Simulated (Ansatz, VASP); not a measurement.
## S in VASP and in Ansatz

```
S
1.0
     0.00000    1.91241    1.91241
     1.91241    0.00000    1.91241
     1.91241    1.91241    0.00000
S
1
Cartesian
  0.0000 0.0000 0.0000
```

Alike in both runs: functional PBE; k mesh 17 × 17 × 17; occupations fermi-dirac, width 0.1 eV; no spin polarisation.

Ansatz relaxed the structure, and its values are those at the end. VASP's run is a single point on that final structure, the one shown.

|  | VASP | Ansatz |
| --- | --- | --- |
| version | VASP 6.6.1 | Ansatz 0.2.0 |
| potentials or method | VASP PAW PBE potentials, release 64 (S) | PAW with Ansatz's default frozen-core files, scalar-relativistic |
| plane-wave cutoff (eV) | 520 | 420 |
| valence electrons in the cell | 6 | 6 |

|  | VASP | Ansatz | Ansatz less VASP |
| --- | --- | --- | --- |
| pressure (GPa) | 12.7 | 13.0 | +0.24 |
